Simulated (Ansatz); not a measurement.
Crystal: ZnS.

```
Zn S
1.0
     0.00000    2.70200    2.70200
     2.70200    0.00000    2.70200
     2.70200    2.70200    0.00000
Zn S
1 1
Direct
  0.75000 0.75000 0.75000
  0.00000 0.00000 0.00000
```

* Program: Ansatz 0.2.0
* Task: relaxation of cell and atoms
* Functional: PBEsol
* Dispersion: D3(BJ)
* Potentials or basis: Ansatz PAW
* Cutoff: 420 eV (not typed: the program's choice for these potentials)
* k mesh: 9 × 9 × 9
* Occupations: fermi-dirac, width 0.05 eV
* Spin: no spin polarisation

At the start: volume 19.73 Å³/atom.

Where does the relaxation end?

It ends after 5 steps and the volume is 18.69 Å³/atom (-5.3 %); space group F-43m (No. 216, to 0.05 Å).

Step by step:
```
step  energy change (eV)  largest force (eV/Å)  volume (Å³)
   1              0.0000                0.0000        39.45
   2             -0.0231                0.0000        38.23
   3             -0.0284                0.0000        37.29
   4             -0.0284                0.0000        37.38
   5             -0.0276                0.0000        37.38
```

Final structure:
```yaml
crystal:
  lattice:
    - [0.00000, 2.65382, 2.65382]
    - [2.65382, 0.00000, 2.65382]
    - [2.65382, 2.65382, 0.00000]
  atoms:
    - { symbol: Zn, position: [0.75000, 0.75000, 0.75000] }
    - { symbol: S, position: [0.00000, 0.00000, 0.00000] }
```

Caveat: the plane-wave basis is chosen anew once the cell has moved, so the energies of steps on either side of that aren't comparable; the PAW data sets come from PBE, with cores solved anew for the run's functional, which leaves a small shift of forces and pressure.
